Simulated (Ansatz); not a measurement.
# Si2Mo (I4/mmm) in Ansatz: a series of runs, part 2 of 3

Ansatz 0.2.0. Earlier steps stand in the parts before.

### 4 Single point, PBEsol, collinear spin, random start, 12.61 Å³/atom (volume scaled by 0.94)

Contents of input.yaml:

```yaml
crystal:
  lattice:
    - [-1.5673377739, 1.5673377739, 3.8502632003]
    - [1.5673377739, -1.5673377739, 3.8502632003]
    - [1.5673377739, 1.5673377739, -3.8502632003]
  atoms:
    - { symbol: Mo, position: [0.0, 0.0, 0.0], spin: 1.0 }
    - { symbol: Si, position: [0.667, 0.667, 0.0] }
    - { symbol: Si, position: [0.333, 0.333, 0.0] }
kpoints:
  mp_grid: { grid: [12, 12, 12] }
scf:
  occupations: { method: gaussian, width: 0.15 }
  lower_state_search: "off"
hamiltonian:
  xc: pbesol
  pseudopotentials: { kind: all_electron, lapw: { basis_error: 0.001 } }
magnetization:
  spin_polarized: true
  initial_magnetization: 1.0
  spin_locking: { lock_magnetization: hard }
output:
  forces: true
  stress: true
  eigenvalues: true
```

Potentials or basis: all-electron LAPW, scalar-relativistic.

Run with:

```bash
ansatz run input.yaml --threads 2 --pin off --max-ram 6144MiB --backend cpu --events-out ev --progress --plain --runs-dir out
```

What it wrote:

```text
Warning: RAYON_NUM_THREADS=2 ignored (pool sized by the plan → 2); use --threads N
LAPW: plane waves up to 7.839 Å⁻¹, error target 1.0e-3 eV per atom; small_component_spin mean_spin; Si in spheres of 1.152 Å, 12 of its electrons in bands, Dirac shells []; Mo in spheres of 1.411 Å, 30 of its electrons in bands, Dirac shells [] (how accurate: hamiltonian.pseudopotentials.lapw.basis_error, Limitations)
Engine: ansatz 0.2.0, aarch64-unknown-linux-gnu
Pseudopotentials: kind: all_electron
Pseudopotential: Mo, LAPW, valence charge 30, lapw/all_electron/scalar/gaussian/Mo, Koelling and Harmon's equation, gaussian nucleus
Pseudopotential: Si, LAPW, valence charge 12, lapw/all_electron/scalar/gaussian/Si, Koelling and Harmon's equation, gaussian nucleus
Functional definition: PBEsol
  exchange = pbesol_x
  correlation = pbesol_c
Crystal: 3 atoms, lattice volume = 37.833 Å³
[... 41 lines left out ...]
  E_band       = -5394.406222
  E_kinetic    = 129916.995346
  E_xc         = -4426.129707
  E_electrostatic = -251367.034706  (all electrons and nuclei)
  E_smearing   = -0.013532  (= −TS)
  E_closure    = 0.000000  (closes the sum)
  E_atoms      = -125851.974525  (free atoms, spherical and without spin; not in F)
  Σ components = -125876.182598   (vs F -125876.182598, Δ=0.00e0)
  Basis errors (estimates in eV, not in F): energy 3.2e-4 per atom: plane waves 2.8e-4 (1.5e-4 summed), levels above the bands 2.5e-306, relativity 1.2e-8, radial functions 4.3e-5, core shells 6.0e-8; eigenvalues (radial functions only) 1.2e-6; not estimated: angular momenta, meshes, grids; target (lapw.basis_error) 1.0e-3; muffin-tin radii Si 1.152 Å, Mo 1.411 Å
--- Forces (eV/Å), atoms counted from 1 ---
  atom   1  Mo     0.00000000    -0.00000000    -0.00000000
  atom   2  Si    -0.00000000    -0.00000000     0.24266944
  atom   3  Si     0.00000000    -0.00000000    -0.24266944
  max |Σ_I F_I| component: 5.55e-17 eV/Å
--- Stress (GPa, compression-positive) ---
       14.745129       0.000000       0.000000
        0.000000      14.745129       0.000000
        0.000000       0.000000      23.953962
  P = ⅓ Tr σ = 17.8147 GPa (178.147 kbar)
--- Band table (eV; the first three rows and the last of 326) ---
  k-point 0 ↑: bands = ["-355.7223", "-355.7137", "-355.7137", "-197.8892", "-197.8888", "-197.8886", "-197.8886", "-197.8763", "-114.4907", "-114.4879", "-70.7786", "-70.7786", "-70.7719", "-70.7719", "-70.7668", "-70.7576", "-41.4969", "-15.7849", "-15.5965", "-15.5965", "5.3279", "12.4789", "15.7911", "15.8863", "16.3033", "16.3033", "19.5047", "22.1694", "22.7705", "23.0622", "23.0622", "23.5089", "24.5616"]
  k-point 1 ↑: bands = ["-355.7223", "-355.7137", "-355.7137", "-197.8892", "-197.8888", "-197.8886", "-197.8886", "-197.8763", "-114.4906", "-114.4880", "-70.7787", "-70.7782", "-70.7728", "-70.7719", "-70.7664", "-70.7577", "-41.4936", "-15.7805", "-15.6183", "-15.6150", "5.5550", "12.6845", "15.0483", "15.7462", "15.8755", "17.2052", "18.7204", "22.1144", "22.6212", "22.7925", "23.1610", "23.9490", "24.9915"]
  k-point 2 ↑: bands = ["-355.7223", "-355.7137", "-355.7137", "-197.8892", "-197.8888", "-197.8886", "-197.8886", "-197.8763", "-114.4904", "-114.4882", "-70.7789", "-70.7770", "-70.7746", "-70.7719", "-70.7657", "-70.7578", "-41.4846", "-15.7687", "-15.6751", "-15.6650", "6.2117", "13.1881", "14.2957", "14.6347", "16.1368", "17.2024", "17.8160", "21.7497", "22.7732", "22.9828", "23.3104", "24.1683", "26.7232"]
  k-point 162 ↓: bands = ["-355.6730", "-355.6627", "-355.6627", "-197.8220", "-197.8144", "-197.8105", "-197.8105", "-197.8010", "-114.4705", "-114.4688", "-70.7523", "-70.7523", "-70.7449", "-70.7449", "-70.7440", "-70.7430", "-41.0871", "-15.3863", "-15.1433", "-15.1433", "7.4928", "9.0871", "15.6218", "16.9748", "18.8715", "18.8715", "18.9862", "18.9862", "20.1482", "24.3323", "25.3929", "25.4112", "28.1483"]
```

Run time: 57 s. Hardware: 2 threads of Arm Neoverse V1, shared host; peak memory 1 GiB.

What came out:

```yaml
Free_energy: -125876.1826 eV
Pressure: 17.8 GPa
Largest_force: 0.243 eV/Å
Absolute_moment: 1.00 μB per cell
Site_moments: Mo +0.68; Si +0.09 μB
```

Caveat: the total moment is fixed, so each spin has its own Fermi level.

### 5 Single point, PBEsol, collinear spin, random start, 12.88 Å³/atom (volume scaled by 0.96)

Changes to input.yaml since step 4:

```diff
@@ -2,5 +2,5 @@
   lattice:
-    - [-1.5673377739, 1.5673377739, 3.8502632003]
-    - [1.5673377739, -1.5673377739, 3.8502632003]
-    - [1.5673377739, 1.5673377739, -3.8502632003]
+    - [-1.5783757276, 1.5783757276, 3.8773786233]
+    - [1.5783757276, -1.5783757276, 3.8773786233]
+    - [1.5783757276, 1.5783757276, -3.8773786233]
   atoms:
```

Run with:

```bash
ansatz run input.yaml --threads 2 --pin off --max-ram 6144MiB --backend cpu --events-out ev --progress --plain --runs-dir out
```

Run time: 50 s. Hardware: 2 threads of Arm Neoverse V1, shared host; peak memory 0.96 GiB.

It converged, with:

```yaml
Free_energy: -125876.2575 eV
Pressure: 12.1 GPa
Largest_force: 0.193 eV/Å
Absolute_moment: 1.00 μB per cell
Site_moments: Mo +0.69; Si +0.09 μB
```

Caveat: the total moment is fixed, so each spin has its own Fermi level.

### 6 Single point, PBEsol, collinear spin, random start, 13.15 Å³/atom (volume scaled by 0.98)

Changes to input.yaml since step 5:

```diff
@@ -2,5 +2,5 @@
   lattice:
-    - [-1.5783757276, 1.5783757276, 3.8773786233]
-    - [1.5783757276, -1.5783757276, 3.8773786233]
-    - [1.5783757276, 1.5783757276, -3.8773786233]
+    - [-1.5892614214, 1.5892614214, 3.9041200105]
+    - [1.5892614214, -1.5892614214, 3.9041200105]
+    - [1.5892614214, 1.5892614214, -3.9041200105]
   atoms:
```

Potentials or basis: all-electron LAPW, scalar-relativistic.

Run with:

```bash
ansatz run input.yaml --threads 2 --pin off --max-ram 6144MiB --backend cpu --events-out ev --progress --plain --runs-dir out
```

Run time: 49 s. Hardware: 2 threads of Arm Neoverse V1, shared host; peak memory 0.94 GiB.

The run converged. Its results:

```yaml
Free_energy: -125876.3054 eV
Pressure: 7.0 GPa
Largest_force: 0.145 eV/Å
Absolute_moment: 1.00 μB per cell
Site_moments: Mo +0.69; Si +0.09 μB
```

Caveat: the total moment is fixed, so each spin has its own Fermi level.

### 7 Single point, PBEsol, collinear spin, random start, 13.42 Å³/atom

Changes to input.yaml since step 6:

```diff
@@ -2,5 +2,5 @@
   lattice:
-    - [-1.5892614214, 1.5892614214, 3.9041200105]
-    - [1.5892614214, -1.5892614214, 3.9041200105]
-    - [1.5892614214, 1.5892614214, -3.9041200105]
+    - [-1.6, 1.6, 3.9305]
+    - [1.6, -1.6, 3.9305]
+    - [1.6, 1.6, -3.9305]
   atoms:
```

Run with:

```bash
ansatz run input.yaml --threads 2 --pin off --max-ram 6144MiB --backend cpu --events-out ev --progress --plain --runs-dir out
```

It took 49 s on 2 threads of Arm Neoverse V1, shared host; peak memory 0.94 GiB.

Results (log left out):

| Quantity | Value |
| --- | --- |
| Free energy | -125876.3288 eV |
| Pressure | 2.4 GPa |
| Largest force | 0.101 eV/Å |
| Absolute moment | 1.00 μB per cell |
| Site moments | Mo +0.70; Si +0.09 μB |

Caveat: the total moment is fixed, so each spin has its own Fermi level.

### 8 Single point, PBEsol, collinear spin, random start, 13.68 Å³/atom (volume scaled by 1.02)

Changes to input.yaml since step 7:

```diff
@@ -2,5 +2,5 @@
   lattice:
-    - [-1.6, 1.6, 3.9305]
-    - [1.6, -1.6, 3.9305]
-    - [1.6, 1.6, -3.9305]
+    - [-1.6105963353, 1.6105963353, 3.9565305599]
+    - [1.6105963353, -1.6105963353, 3.9565305599]
+    - [1.6105963353, 1.6105963353, -3.9565305599]
   atoms:
```

Run with:

```bash
ansatz run input.yaml --threads 2 --pin off --max-ram 6144MiB --backend cpu --events-out ev --progress --plain --runs-dir out
```

Wall time 49 s (2 threads of Arm Neoverse V1, shared host); peak memory 0.94 GiB.

The run converged. Its results:

```yaml
Free_energy: -125876.3303 eV
Pressure: -1.7 GPa
Largest_force: 0.058 eV/Å
Absolute_moment: 1.00 μB per cell
Site_moments: Mo +0.71; Si +0.08 μB
```

Caveat: the total moment is fixed, so each spin has its own Fermi level.

### 9 Single point, PBEsol, collinear spin, random start, 13.95 Å³/atom (volume scaled by 1.04)

Changes to input.yaml since step 8:

```diff
@@ -2,5 +2,5 @@
   lattice:
-    - [-1.6105963353, 1.6105963353, 3.9565305599]
-    - [1.6105963353, -1.6105963353, 3.9565305599]
-    - [1.6105963353, 1.6105963353, -3.9565305599]
+    - [-1.6210550461, 1.6210550461, 3.9822230367]
+    - [1.6210550461, -1.6210550461, 3.9822230367]
+    - [1.6210550461, 1.6210550461, -3.9822230367]
   atoms:
```

Potentials or basis: all-electron LAPW, scalar-relativistic.

Run with:

```bash
ansatz run input.yaml --threads 2 --pin off --max-ram 6144MiB --backend cpu --events-out ev --progress --plain --runs-dir out
```

It took 49 s on 2 threads of Arm Neoverse V1, shared host; peak memory 0.94 GiB.

The run converged. Its results:

* Free energy: -125876.3121 eV
* Pressure: -5.4 GPa
* Largest force: 0.018 eV/Å
* Absolute moment: 1.00 μB per cell
* Site moments: Mo +0.72; Si +0.08 μB

Caveat: the total moment is fixed, so each spin has its own Fermi level.

### 10 Single point, PBEsol, collinear spin, random start, 14.22 Å³/atom (volume scaled by 1.06)

Changes to input.yaml since step 9:

```diff
@@ -2,5 +2,5 @@
   lattice:
-    - [-1.6210550461, 1.6210550461, 3.9822230367]
-    - [1.6210550461, -1.6210550461, 3.9822230367]
-    - [1.6210550461, 1.6210550461, -3.9822230367]
+    - [-1.6313805159, 1.6313805159, 4.0075881985]
+    - [1.6313805159, -1.6313805159, 4.0075881985]
+    - [1.6313805159, 1.6313805159, -4.0075881985]
   atoms:
```

Run with:

```bash
ansatz run input.yaml --threads 2 --pin off --max-ram 6144MiB --backend cpu --events-out ev --progress --plain --runs-dir out
```

Wall time 49 s (2 threads of Arm Neoverse V1, shared host); peak memory 0.94 GiB.

The run converged. Its results:

```yaml
Free_energy: -125876.2762 eV
Pressure: -8.8 GPa
Largest_force: 0.020 eV/Å
Absolute_moment: 1.00 μB per cell
Site_moments: Mo +0.73; Si +0.08 μB
```

Caveat: the total moment is fixed, so each spin has its own Fermi level.

### 11 Equation of state, PBEsol, collinear spin, random start

No new run: the results of the series are fitted here.

What came out:

- Equilibrium volume: 13.57 Å³/atom
- Bulk modulus at fixed shape and positions: 207 GPa
- Pressure derivative of the bulk modulus: 4.4

Energy against volume, from the lowest point:
| volume (Å³/atom) | energy (meV/atom) |
| --- | --- |
| 12.611 | 49.23 |
| 12.879 | 24.26 |
| 13.148 | 8.31 |
| 13.416 | 0.50 |
| 13.684 | 0.00 |
| 13.953 | 6.07 |
| 14.221 | 18.05 |

Caveat: the cell was scaled at fixed shape and fractional positions, which overstates the stiffness of a crystal with free parameters, most of all of layers and chains; the total moment is fixed, so each spin has its own Fermi level.

[end of part 2 of 3]
